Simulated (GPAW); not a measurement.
Here is a GPAW 26.7.0 calculation.

run.py

```python
import json
import numpy as np
from ase import Atoms
from ase.calculators.mixing import SumCalculator
from ase.constraints import FixSymmetry
from ase.filters import FrechetCellFilter
from ase.io import read, write
from ase.optimize import BFGS
from dftd3.ase import DFTD3
from phonopy import Phonopy
from phonopy.structure.atoms import PhonopyAtoms
from gpaw import GPAW, PW

atoms = read('POSCAR')
atoms.set_initial_magnetic_moments([2.0, 0.0])

calc = GPAW(mode=PW(800),
            xc='PBE',
            kpts={'size': (8, 8, 8), 'gamma': True},
            occupations={'name': 'fermi-dirac', 'width': 0.05},
            nbands=17,
            convergence={'density': 1e-06, 'eigenstates': 1e-09},
            maxiter=150,
            txt='gpaw.txt')
atoms.calc = SumCalculator([calc, DFTD3(method='pbe', damping='d3bjm')])
atoms.set_constraint(FixSymmetry(atoms))
BFGS(FrechetCellFilter(atoms), trajectory='relax.traj', logfile='-').run(fmax=0.005, steps=40)
atoms.set_constraint()
energy = atoms.get_potential_energy()
forces = atoms.get_forces()
stress = atoms.get_stress()
calc.write('gs.gpw')
write('result.traj', atoms)
print('Cell:', atoms.cell.cellpar().round(4))
print(atoms.get_scaled_positions().round(5))

def force_constants(scale):
    unit = PhonopyAtoms(symbols=atoms.get_chemical_symbols(), cell=atoms.cell[:] * scale**(1 / 3),
                        scaled_positions=atoms.get_scaled_positions(),
                        magnetic_moments=atoms.get_initial_magnetic_moments())
    ph = Phonopy(unit, supercell_matrix=np.diag([1, 1, 1]), primitive_matrix=np.eye(3), symprec=1e-4)
    ph.generate_displacements(distance=0.01)
    forces = []
    for i, sc in enumerate(ph.supercells_with_displacements):
        a = Atoms(sc.symbols, cell=sc.cell, scaled_positions=sc.scaled_positions, pbc=True,
                  magmoms=sc.magnetic_moments)
        c = GPAW(mode=PW(680),
                 xc='PBE',
                 kpts={'size': (8, 8, 8), 'gamma': True},
                 occupations={'name': 'fermi-dirac', 'width': 0.05},
                 nbands=17,
                 convergence={'density': 1e-06, 'eigenstates': 1e-09},
                 maxiter=150,
                 txt=f'disp-{scale:.3f}-{i:02d}.txt')
        a.calc = SumCalculator([c, DFTD3(method='pbe', damping='d3bjm')])
        f = a.get_forces()
        forces.append(f - f.mean(axis=0))
        print(f'displacement {i}: drift', f.mean(axis=0).round(5), flush=True)
    ph.forces = forces
    ph.produce_force_constants()
    ph.symmetrize_force_constants()
    return ph

qpoints = [[0.0, 0.0, 0.0]]
results = {}
for scale in [1.0]:
    ph = force_constants(scale)
    ph.run_qpoints(qpoints)
    nu = ph.qpoints.frequencies * 33.35641  # THz to cm^-1
    results[f'{scale:.3f}'] = nu.tolist()
    for qp, f in zip(qpoints, nu):
        print(scale, np.round(qp, 4), f.round(2))
json.dump(results, open('phonons.json', 'w'))
```

The input POSCAR:

```
CoO
1.0
    1.5054695445      0.8691832468      2.4399269062
   -1.5054695445      0.8691832468      2.4399269062
    0.0000000000     -1.7383664936      2.4399269062
Co O
1 1
Direct
    0.0000000000      0.0000000000      0.0000000000
    0.5000000000      0.5000000000      0.5000000000
```

Potentials or basis: GPAW PAW data sets (gpaw-data 1.2.1), pw.

Run with:

```sh
$ OMP_NUM_THREADS=1 python run.py
```

Question: What does it give for the highest phonon frequency at Γ?

Answer: 254 cm⁻¹.

Question: Predict the dispersion energy per atom.

Answer: -0.479 eV.

Question: Estimate the relaxed volume.

Answer: 9.09 Å³/atom.

Final structure:
```
Co O
1.0
     1.53166    0.88430    2.23637
    -1.53166    0.88430    2.23637
     0.00000   -1.76861    2.23637
Co O
1 1
Direct
  0.00000 0.00000 0.00000
  0.50000 0.50000 0.50000
```

Caveat: the cutoff is short for stress and forces, so pressures can be off by a GPa or more; a cell with one magnetic atom can't hold antiferromagnetic order, which such compounds often take; pairwise dispersion overbinds metals, which lowers pressure and volume.
